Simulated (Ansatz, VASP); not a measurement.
## Pt: VASP beside Ansatz

```xyz
1
Lattice="0.0000 1.9298 1.9298 1.9298 0.0000 1.9298 1.9298 1.9298 0.0000" Properties=species:S:1:pos:R:3 pbc="T T T"
Pt    0.0000    0.0000    0.0000
```

Alike in both runs: functional PBEsol; k mesh 24 × 24 × 24; occupations fermi-dirac, width 0.1 eV; no spin polarisation.

Ansatz relaxed the structure, and its values are those at the end. VASP's run is a single point on that final structure, the one shown.

|  | VASP | Ansatz |
| --- | --- | --- |
| version | VASP 6.6.1 | Ansatz 0.2.0 |
| potentials or method | VASP PAW PBE potentials, release 64 (Pt) | PAW with Ansatz's default frozen-core files, scalar-relativistic |
| plane-wave cutoff (eV) | 520 | 420 |
| valence electrons in the cell | 10 | 18 |

VASP gave:

| Quantity | Value |
| --- | --- |
| pressure (GPa) | 14.6 |

**Question.** Which values does Ansatz return?

**Answer.** Pressure (GPa): 15.0.

The two sets of potentials don't hold the same shells in valence.

Caveats: the PAW data sets were made with another functional, which shifts forces and pressure a little (VASP). Spin-orbit coupling is left out, which matters for the levels of Pt.
